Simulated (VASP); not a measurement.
# Y (P6_3/mmc) in VASP: elastic constants with LDA

Aim: the elastic constants of Y with LDA.

Everything below comes from runs of VASP 6.6.1. Logs are shortened: lines on timing, memory, paths and dates and some standing lists are left out, and cuts for length are marked.

## (1) Starting point

The structure is hexagonal, space group P6_3/mmc (No. 194). Conventional cell: a = 3.643 Å, b = 3.643 Å, c = 5.879 Å, α = 90.00°, β = 90.00°, γ = 120.00°. Around Y (site symmetry -6m2) lie 12 Y at 3.61 to 3.64 Å.

## (2) Elastic constants, LDA

Input file POSCAR:

```
Y
1.0
    3.6425693900      0.0000000000      0.0000000000
   -1.8212847000      3.1545576300      0.0000000000
    0.0000000000      0.0000000000      5.8791583500
Y
2
Direct
    0.3333333300      0.6666666700      0.2500000000
    0.6666666700      0.3333333300      0.7500000000
```

Input file INCAR.step1:

```
SYSTEM = Y
  PREC = Accurate
  ENCUT = 350
  EDIFF = 1E-8
  ISMEAR = 0
  SIGMA = 0.1
  LREAL = .FALSE.
  LASPH = .TRUE.
  NELM = 60
  ALGO = Normal
  ISIF = 3
  LWAVE = .FALSE.
  LCHARG = .FALSE.
  GGA = CA
  IBRION = 2
  NSW = 40
  EDIFFG = -0.002
```

Input file INCAR.step2:

```
SYSTEM = Y
  PREC = Accurate
  ENCUT = 350
  EDIFF = 1E-8
  ISMEAR = 0
  SIGMA = 0.1
  LREAL = .FALSE.
  LASPH = .TRUE.
  NELM = 60
  ALGO = Normal
  ISIF = 3
  LWAVE = .FALSE.
  LCHARG = .FALSE.
  GGA = CA
  IBRION = 6
  NFREE = 2
  POTIM = 0.015
  NSW = 1
```

Input file KPOINTS:

```
Automatic mesh
0
G
  15 15 8
  0 0 0
```

Potentials or basis: VASP PAW LDA potentials, release 64 (Y_sv).

Run with:

```
$ cat potpaw_LDA.64/Y_sv/POTCAR > POTCAR
$ cp INCAR.step1 INCAR
$ mpirun -np 1 vasp_std > vasp.out
$ cp CONTCAR POSCAR
$ cp INCAR.step2 INCAR
$ mpirun -np 1 vasp_std > vasp.out
```

OUTCAR:

```text
SYSTEM = Y
   PREC = Accurate
   ENCUT = 350
   EDIFF = 1E-8
   ISMEAR = 0
   LREAL = .FALSE.
   LASPH = .TRUE.
   NELM = 60
   ISIF = 3
   GGA = CA
   IBRION = 6
   NFREE = 2
   POTIM = 0.015
   NSW = 1

 ion  position               nearest neighbor table
   1  0.333  0.667  0.250-   2 3.43   2 3.43   2 3.43   2 3.43   2 3.43   2 3.43
   2  0.667  0.333  0.750-   1 3.43   1 3.43   1 3.43   1 3.43   1 3.43   1 3.43

  LATTYP: Found a hexagonal cell.
 ALAT       =     3.5383506779
 C/A-ratio  =     1.5544025785

  Lattice vectors:

 A1 = (   3.5383506779,   0.0000000002,   0.0000000000)
 A2 = (  -1.7691753437,   3.0643015774,   0.0000000000)
 A3 = (   0.0000000000,   0.0000000000,   5.5000214175)

Analysis of symmetry for initial positions (statically):
=====================================================================
 Subroutine PRICEL returns:
 Original cell was already a primitive cell.

 Routine SETGRP: Setting up the symmetry group for a
 hexagonal supercell.

 Subroutine GETGRP returns: Found 24 space group operations
 (whereof 12 operations were pure point group operations)
 out of a pool of 24 trial point group operations.

The static configuration has the point symmetry D_3d.
 The point group associated with its full space group is D_6h.

Analysis of symmetry for dynamics (positions and initial velocities):
=====================================================================
 Subroutine PRICEL returns:
 Original cell was already a primitive cell.

 Routine SETGRP: Setting up the symmetry group for a
 hexagonal supercell.

 Subroutine GETGRP returns: Found 24 space group operations
 (whereof 12 operations were pure point group operations)
 out of a pool of 24 trial point group operations.

The dynamic configuration has the point symmetry D_3d.
 The point group associated with its full space group is D_6h.

 Subroutine INISYM returns: Found 24 space group operations
 (whereof 12 operations are pure point group operations),
 and found     1 'primitive' translations

----------------------------------------------------------------------------------------

                                     Primitive cell

  volume of cell :      59.6344

  direct lattice vectors                    reciprocal lattice vectors
     3.538350678  0.000000000  0.000000000     0.282617550  0.163169319  0.000000000
    -1.769175344  3.064301577  0.000000000    -0.000000000  0.326338637  0.000000000
     0.000000000  0.000000000  5.500021417     0.000000000  0.000000000  0.181817474

  length of vectors
     3.538350678  3.538350683  5.500021417     0.326338637  0.326338637  0.181817474

  position of ions in fractional coordinates (direct lattice)
     0.333333330  0.666666670  0.250000000
     0.666666670  0.333333330  0.750000000

  ion indices of the primitive-cell ions
   primitive index   ion index
                 1           1
                 2           2

----------------------------------------------------------------------------------------

 KPOINTS: Automatic mesh

Automatic generation of k-mesh.
 Grid dimensions read from file:
 generate k-points for:   15   15    8

 Generating k-lattice:

  Cartesian coordinates                     Fractional coordinates (reciprocal lattice)
     0.018841170  0.010877955  0.000000000     0.066666667  0.000000000  0.000000000
    -0.000000000  0.021755909  0.000000000     0.000000000  0.066666667  0.000000000
     0.000000000  0.000000000  0.022727184     0.000000000  0.000000000  0.125000000

  Length of vectors
     0.021755909  0.021755909  0.022727184

  Shift w.r.t. Gamma in fractional coordinates (k-lattice)
     0.000000000  0.000000000  0.000000000

 Subroutine IBZKPT returns following result:
 ===========================================

 Found    135 irreducible k-points:

 Following reciprocal coordinates:
            Coordinates               Weight
  0.000000  0.000000  0.000000      1.000000
  0.066667  0.000000  0.000000      6.000000
  0.133333  0.000000  0.000000      6.000000
  0.200000 -0.000000  0.000000      6.000000
  0.266667  0.000000  0.000000      6.000000
  0.333333  0.000000  0.000000      6.000000
[... 16 lines left out ...]
  0.333333  0.200000  0.000000     12.000000
  0.400000  0.200000  0.000000      6.000000
 [... further k-points ...]
   k-points           NKPTS =    135   k-points in BZ     NKDIM =    135   number of bands    NBANDS=     15
   number of dos      NEDOS =    301   number of ions     NIONS =      2
   total plane-waves  NPLWV =  20736
   dimension x,y,z NGX =    24 NGY =   24 NGZ =   36
[... 62 lines left out ...]
  ---------------------------------------------------
  free energy    TOTEN  =       -13.90294793 eV

  energy without entropy =      -13.88577257  energy(sigma->0) =      -13.89436025

------------------------ aborting loop because EDIFF is reached ----------------------------------------

  FORCE on cell =-STRESS in cart. coord.  units (eV):
  Direction    XX          YY          ZZ          XY          YZ          ZX
  --------------------------------------------------------------------------------------
  -------------------------------------------------------------------------------------
  Total       -0.0095128     -0.0095128     -0.0088804      0.0000000      0.0000000      0.0000000
  in kB       -0.2555781     -0.2555781     -0.2385878      0.0000000      0.0000000      0.0000000
  external PRESSURE =      -0.2499147 kB  Pullay stress =       0.0000000 kB
[... 89 lines left out ...]
  FREE ENERGIE OF THE ION-ELECTRON SYSTEM (eV)
  ---------------------------------------------------
  free  energy   TOTEN  =       -13.8995530805 eV

  energy  without entropy=      -13.8819612127  energy(sigma->0) =      -13.89075715

 E-fermi :   3.2480     XC(G=0):  -9.9651

 val. band max:        3.2416800745   @ k =   0.3333   0.2667   0.5000
 cond. band min:       3.2491641283   @ k =   0.2667   0.1333   0.1250
 fundamental gap:      0.0074840538
 Fermi energy:         3.2479539162

 k-point     1 :       0.0000    0.0000    0.0000
  band No.  band energies     occupation
      1     -39.0247      2.00000
      2     -38.9198      2.00000
      3     -19.5354      2.00000
      4     -18.9023      2.00000
      5     -18.9023      2.00000
      6     -18.7886      2.00000
      7     -18.7886      2.00000
      8     -18.7494      2.00000
      9      -1.5599      2.00000
     10       1.2247      2.00000
     11       4.4400      0.00000
     12       5.0097      0.00000
     13       5.0097      0.00000
     14       5.2907      0.00000
[... 403 lines left out ...]
      4     -19.2334      2.00000
      5     -19.1510      2.00000
      6     -19.1482      2.00000
      7     -18.9907      2.00000
      8     -18.9816      2.00000
      9       2.0899      2.00000
     10       2.3469      2.00000
     11       2.4584      2.00000
     12       3.0295      1.99800
     13       4.3909      0.00000
     14       4.5595      0.00000
     15       5.5388      0.00000

 [... further k-points ...]

[... ionic steps 4 to 14 ...]

--------------------------------------- Ionic step       15  -------------------------------------------

 number of electron      21.9999999 magnetization

------------------------ aborting loop because EDIFF is reached ----------------------------------------
[... 67 lines left out ...]
--------------------------------------- Ionic step       17  -------------------------------------------

 number of electron      21.9999999 magnetization

 Free energy of the ion-electron system (eV)
  ---------------------------------------------------
  ext. energy  EPLUGINS =         0.00000000
  ---------------------------------------------------
  free energy    TOTEN  =       -13.90251435 eV

  energy without entropy =      -13.88532924  energy(sigma->0) =      -13.89392179

 E-fermi :   3.3175     XC(G=0): -10.0248

 val. band max:        3.3160754145   @ k =   0.2000   0.1333   0.0000
 cond. band min:       3.3201300086   @ k =   0.2667   0.2000   0.2500
 fundamental gap:      0.0040545941
 Fermi energy:         3.3174834993

 k-point     1 :       0.0000    0.0000    0.0000
  band No.  band energies     occupation
      1     -38.9198      2.00000
      2     -38.8016      2.00000
      3     -19.4650      2.00000
      4     -18.8004      2.00000
      5     -18.8004      2.00000
      6     -18.6721      2.00000
      7     -18.6721      2.00000
      8     -18.6174      2.00000
      9      -1.5016      2.00000
     10       1.2939      2.00000
     11       4.6744      0.00000
     12       5.0699      0.00000
     13       5.0699      0.00000
     14       5.5000      0.00000
[... 444 lines left out ...]
  FREE ENERGIE OF THE ION-ELECTRON SYSTEM (eV)
  ---------------------------------------------------
  free  energy   TOTEN  =       -13.9025143511 eV

  energy  without entropy=      -13.8853292383  energy(sigma->0) =      -13.89392179

 INTERNAL STRAIN TENSORS FROM STRAINED CELLS
 ============================================

 INTERNAL STRAIN TENSOR FOR ION    1 for displacements in x,y,z  (eV/Angst):
          X           Y           Z          XY          YZ          ZX
  --------------------------------------------------------------------------------
  x     0.00000    -0.00000    -0.00000    -1.52705    -0.00000     0.00000
  y    -1.52532     1.52675     0.00000     0.00002     0.00028    -0.00082
  z     0.00000    -0.00000     0.00000     0.00000    -0.00184     0.00000

 INTERNAL STRAIN TENSORS FROM DISPLACED ATOMS
 ============================================

 INTERNAL STRAIN TENSOR FOR ION    1 for displacements in x,y,z  (eV/Angst):
          X           Y           Z          XY          YZ          ZX
  --------------------------------------------------------------------------------
  x     0.00000    -0.00000     0.00000    -1.52909     0.00000     0.00000
  y    -1.52909     1.52909    -0.00000    -0.00000     0.00000     0.00000
  z    -0.00000     0.00000     0.00000     0.00000     0.00000     0.00000

 INTERNAL STRAIN TENSOR FOR ION    2 for displacements in x,y,z  (eV/Angst):
          X           Y           Z          XY          YZ          ZX
  --------------------------------------------------------------------------------
  x    -0.00000     0.00000    -0.00000     1.52909     0.00000     0.00000
  y     1.52909    -1.52909     0.00000     0.00000     0.00000     0.00000
  z     0.00000     0.00000    -0.00000    -0.00000    -0.00000    -0.00000

 Eigenvectors and eigenvalues of the dynamical matrix
 ----------------------------------------------------

   1 f  =    4.604534 THz    28.931138 2PiTHz  153.590710 cm-1    19.042812 meV
             X         Y         Z           dx          dy          dz
     -0.000000  2.042868  1.375005    -0.000000   -0.000000    0.707107
      1.769175  1.021434  4.125016     0.000000   -0.000000   -0.707107
[... 11 lines left out ...]
   4 f  =    0.000000 THz     0.000000 2PiTHz    0.000001 cm-1     0.000000 meV
             X         Y         Z           dx          dy          dz
     -0.000000  2.042868  1.375005     0.626317    0.306455   -0.117525
      1.769175  1.021434  4.125016     0.626317    0.306455   -0.117525

   5 f/i=    0.000000 THz     0.000000 2PiTHz    0.000001 cm-1     0.000000 meV
             X         Y         Z           dx          dy          dz
     -0.000000  2.042868  1.375005    -0.237687    0.248884   -0.617707
      1.769175  1.021434  4.125016    -0.237687    0.248884   -0.617707

   6 f/i=    0.000000 THz     0.000000 2PiTHz    0.000001 cm-1     0.000000 meV
             X         Y         Z           dx          dy          dz
     -0.000000  2.042868  1.375005    -0.226344    0.586636    0.323460
      1.769175  1.021434  4.125016    -0.226344    0.586636    0.323460

--------------------------------------------------------------------------------------------------------

 ELASTIC MODULI CONTR FROM IONIC RELAXATION (kBar)
 Direction    XX          YY          ZZ          XY          YZ          ZX
 --------------------------------------------------------------------------------
 XX         -46.5142     46.5142     -0.0000      0.0000      0.0000      0.0000
 YY          46.5142    -46.5142      0.0000      0.0000     -0.0000     -0.0000
 ZZ          -0.0000      0.0000     -0.0000      0.0000     -0.0000     -0.0000
 XY           0.0000      0.0000      0.0000    -46.5142     -0.0000     -0.0000
 YZ           0.0000     -0.0000     -0.0000     -0.0000     -0.0000     -0.0000
 ZX           0.0000     -0.0000     -0.0000     -0.0000     -0.0000     -0.0000
 --------------------------------------------------------------------------------

 TOTAL ELASTIC MODULI (kBar)
 Direction    XX          YY          ZZ          XY          YZ          ZX
 --------------------------------------------------------------------------------
 XX         783.2210    255.0591    271.9631     -0.0000     -0.0000      0.0000
 YY         255.0591    783.2210    271.9631     -0.0000     -0.0000     -0.0000
 ZZ         271.9631    271.9631    885.8056     -0.0000      0.0000     -0.0000
 XY          -0.0000     -0.0000     -0.0000    264.0810     -0.0000      0.0000
 YZ          -0.0000     -0.0000      0.0000     -0.0000    264.6533     -0.0000
 ZX           0.0000     -0.0000     -0.0000      0.0000     -0.0000    264.6532
 --------------------------------------------------------------------------------
```

It took 16 min on 1 thread of Intel Xeon 6975P-C (Granite Rapids), shared host; peak memory 0.55 GiB.

What came out:

| Property | Result |
| --- | --- |
| Relaxed volume | 29.82 Å³/atom |
| Relaxed cell | a = 3.538 Å, b = 3.538 Å, c = 5.500 Å, α = 90.00°, β = 90.00°, γ = 120.00° |
| Space group after relaxing (to 0.05 Å) | P6_3/mmc (No. 194) |
| Voigt bulk modulus | 45 GPa |
| Highest phonon frequency at Γ | 154 cm⁻¹ |

The path:
| step | energy change (eV) | largest force (eV/Å) | pressure (GPa) | volume (Å³) |
| --- | --- | --- | --- | --- |
| 1 | 0.0000 | 0.0000 | -4.68 | 67.56 |
| 2 | -0.1320 | 0.0000 | 0.95 | 58.35 |
| 3 | -0.1349 | 0.0000 | 0.12 | 59.41 |
| 4 | -0.1349 | 0.0000 | 0.00 | 59.56 |
| 5 | -0.1366 | 0.0000 | -0.04 | 59.64 |
| 6 | -0.1373 | 0.0000 | -0.08 | 59.73 |
| 7 | -0.1373 | 0.0000 | -0.08 | 59.73 |
| 8 | -0.1373 | 0.0000 | 0.03 | 59.59 |
| 9 | -0.1373 | 0.0000 | 0.00 | 59.63 |

Final structure:
```cif
data_structure
_symmetry_space_group_name_H-M 'P 1'
_symmetry_Int_Tables_number 1
_cell_length_a 3.5384
_cell_length_b 3.5384
_cell_length_c 5.5000
_cell_angle_alpha 90.000
_cell_angle_beta 90.000
_cell_angle_gamma 120.000
_cell_volume 59.63
loop_
_atom_site_label
_atom_site_type_symbol
_atom_site_fract_x
_atom_site_fract_y
_atom_site_fract_z
_atom_site_occupancy
Y1 Y 0.33333 0.66667 0.25000 1
Y2 Y 0.66667 0.33333 0.75000 1
```

Phonon frequencies in cm⁻¹ (negative: imaginary):
```csv
q point,frequencies
"(0.000, 0.000, 0.000)",0 0 0 91 91 154
```

Elastic tensor in Voigt notation (GPa, in the Cartesian axes of the cell as first typed):
```
78 26 27  0  0  0
26 78 27  0  0  0
27 27 89  0  0  0
 0  0  0 26  0  0
 0  0  0  0 26  0
 0  0  0  0  0 26
```

Clamped-ion elastic tensor (GPa):
```
83 21 27  0  0  0
21 83 27  0  0  0
27 27 89  0  0  0
 0  0  0 26  0  0
 0  0  0  0 26  0
 0  0  0  0  0 31
```
